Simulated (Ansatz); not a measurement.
**Sc: the crystal squeezed far**

An exercise on one series of results from a longer session: the logs are not shown, and one member is left open.

Computed with Ansatz 0.2.0 (DFT PBE, with the methods named in each step, unless a step's input says otherwise).

1 further run of the same task is left out (it didn't finish).

## Starting point

Symmetry: P6/mmm, No. 191, hexagonal system. Conventional cell: a = 5.123 Å, b = 5.123 Å, c = 3.232 Å, α = 90.00°, β = 90.00°, γ = 120.00°. Around Sc (site symmetry 6/mmm) lie 14 Sc at 3.23 to 3.37 Å. Around Sc (site symmetry -6m2) lie 11 Sc at 2.96 to 3.37 Å.

Coordinates:

```
Sc
1.0
     5.12274    0.00000    0.00000
    -2.56137    4.43643    0.00000
     0.00000    0.00000    3.23227
Sc
3
Direct
  0.00000 0.00000 0.00000
  0.33333 0.66667 0.50000
  0.66667 0.33333 0.50000
```

Whether this phase is the stable one at these pressures isn't tested.

Atoms are numbered in the order of the input: Sc1, Sc2, Sc3.

Set-up of the first run:

Input file input.yaml:

```yaml
crystal:
  lattice:
    - [5.1227424446, 0.0, 0.0]
    - [-2.5613712223, 4.4364250941, 0.0]
    - [0.0, 0.0, 3.2322660914]
  atoms:
    - { symbol: Sc, position: [0.0, 0.0, 0.0] }
    - { symbol: Sc, position: [0.3333333333, 0.6666666667, 0.5] }
    - { symbol: Sc, position: [0.6666666667, 0.3333333333, 0.5] }
kpoints:
  mp_grid: { grid: [8, 8, 11] }
  band_path:
    path:
      - [0.0, 0.0, 0.0]
      - [0.5, 0.0, 0.0]
      - [0.3333333333, 0.3333333333, 0.0]
      - [0.0, 0.0, 0.0]
      - [0.0, 0.0, 0.5]
      - [0.5, 0.0, 0.5]
      - [0.3333333333, 0.3333333333, 0.5]
      - [0.0, 0.0, 0.5]
      - [0.5, 0.0, 0.5]
    npoints: 14
scf:
  occupations: { method: fermi_dirac, width: 0.05 }
hamiltonian:
  xc: pbe
  pseudopotentials: { kind: all_electron, lapw: { basis_error: 0.001 } }
output:
  forces: true
  stress: true
  eigenvalues: true
  populations: true
  dos: { projected: true, de: 0.2, e_range: [-14, 8] }
```

Started as:

```bash
> ansatz run input.yaml --threads 1 --pin off --max-ram 3072MiB --backend cpu --events-out ev --progress --plain --runs-dir out
```

Steps of the session up to this table: The reference volume, LAPW; Volume scaled by 1, crystal datasets; Volume scaled by 1, norm-conserving; Volume scaled by 0.92, LAPW; Volume scaled by 0.92, norm-conserving; Volume scaled by 0.84, LAPW; Volume scaled by 0.76, LAPW; Volume scaled by 0.76, crystal datasets; Volume scaled by 0.76, norm-conserving; Volume scaled by 0.45, LAPW; Volume scaled by 0.45, crystal datasets; Volume scaled by 0.45, norm-conserving.

One of the session's tables, all rows but one given; the rest of the session is left out.

| method | volume over the first | volume (Å³/atom) | pressure (GPa) |
| --- | --- | --- | --- |
| LAPW | 1 | 24.486 | -0.01 |
| LAPW | 0.92 | 22.527 | 5.07 |
| LAPW | 0.84 | 20.568 | 12.27 |
| LAPW | 0.76 | 18.610 | 22.24 |
| LAPW | 0.45 | 11.019 | 128.79 |
| PAW | 1 | 24.486 | -0.02 |
| PAW | 0.92 | 22.527 | 5.07 |
| PAW | 0.84 | 20.568 | 12.27 |
| PAW | 0.76 | 18.610 | 22.26 |
| PAW | 0.45 | 11.019 | 128.89 |
| PAW (cutoff 250 eV) | 0.45 | 11.019 | 130.95 |
| crystal datasets | 1 | 24.486 | -0.01 |
| crystal datasets | 0.76 | 18.610 | 22.24 |
| crystal datasets | 0.45 | 11.019 | 128.79 |
| norm-conserving | 1 | 24.486 | 0.00 |
| norm-conserving | 0.92 | ? | ? |
| norm-conserving | 0.76 | 18.610 | 22.25 |
| norm-conserving | 0.45 | 11.019 | 128.26 |

**Question.** Estimate the row for norm-conserving, 0.92.

As computed: volume (Å³/atom): 22.527; pressure (GPa): 5.09.

Caveats from the session: Rows by PAW come from runs of the same series that aren't printed here. A fit over so wide a range leans to the high pressures, so B₀ can be off by several per cent. Warnings in the runs' records: crystal datasets made, cutoff below recommended.
